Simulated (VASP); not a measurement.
Runs of VASP 6.6.1 on BeTe. It takes space group F-43m (No. 216, cubic). Conventional cell: a = 5.540 Å, b = 5.540 Å, c = 5.540 Å, α = 90.00°, β = 90.00°, γ = 90.00°. Te (site symmetry -43m) has 4 Be at 2.40 Å as nearest neighbours. Be (site symmetry -43m) has 4 Te at 2.40 Å as nearest neighbours. 

```csv
task,level,cell,cutoff (eV),gap on the mesh (eV),pressure (GPa),relaxed volume (Å³/atom)
relaxation of cell and atoms,BLYP,relaxed,600,(a),0.0,23.86
band structure,BLYP,as given,520,2.13,(c),-
relaxation of cell and atoms,revPBE,relaxed,600,2.14,0.0,(b)
band structure,PW91,as given,520,1.86,-,-
band structure,RPBE,as given,520,1.93,-,-
```

Alike in all rows: potentials or basis VASP PAW PBE potentials, release 64 (Te, Be); no spin polarisation; k mesh 8 × 8 × 8; smearing fermi-dirac 0.05 eV.

Estimate the missing entries.

(a) 2.37; (b) 23.24; (c) 7.4.

Caveats: the PAW data sets were made with another functional, which shifts forces and pressure a little; spin-orbit coupling is left out, which moves the levels of the heavy elements; the volume moved by +12 % from the deposited cell, more than functionals usually miss (some runs).

A k mesh can miss the band edges, and the runs leave out spin-orbit coupling on Te.
